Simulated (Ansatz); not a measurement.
# GaS: field gradients at two levels of theory

Cell: a structure deposited in the COD whose atoms were relaxed with PBE, the cell held.

Space group P6_3/mmc (No. 194); a = 3.5850, c = 15.5000 Å, γ = 120.00°.

| site | Wyckoff | site symmetry | x | y | z |
| --- | --- | --- | --- | --- | --- |
| Ga | 4f | 3m. | 0.3333 | 0.6667 | 0.1710 |
| S | 4f | 3m. | 0.3333 | 0.6667 | 0.6008 |

One atom of each set is listed.

First run. The numbers come from a DFT calculation in Ansatz (PBE, plane waves and PAW, scalar-relativistic, 420 eV cutoff, Γ-centred 14×14×3 k-points, Fermi–Dirac smearing 0.02 eV).

| site | V_zz (10²¹ V/m²) | η |
| --- | --- | --- |
| Ga | -7.81 | 0.00 |
| S | -5.58 | 0.00 |

Second run. The same atoms and settings, except that the functional is r2SCAN and the cutoff is 500 eV.

Task: What does the second run give?

Result: 

```tsv
site	V_zz	η	change of V_zz
Ga	-8.41	0.00	-0.60
S	-5.40	0.00	+0.18
```

The largest change of V_zz is on Ga, from -7.81 to -8.41. In per cent, |V_zz| changes by +8 on Ga, -3 on S (all sites that start above 0.5).
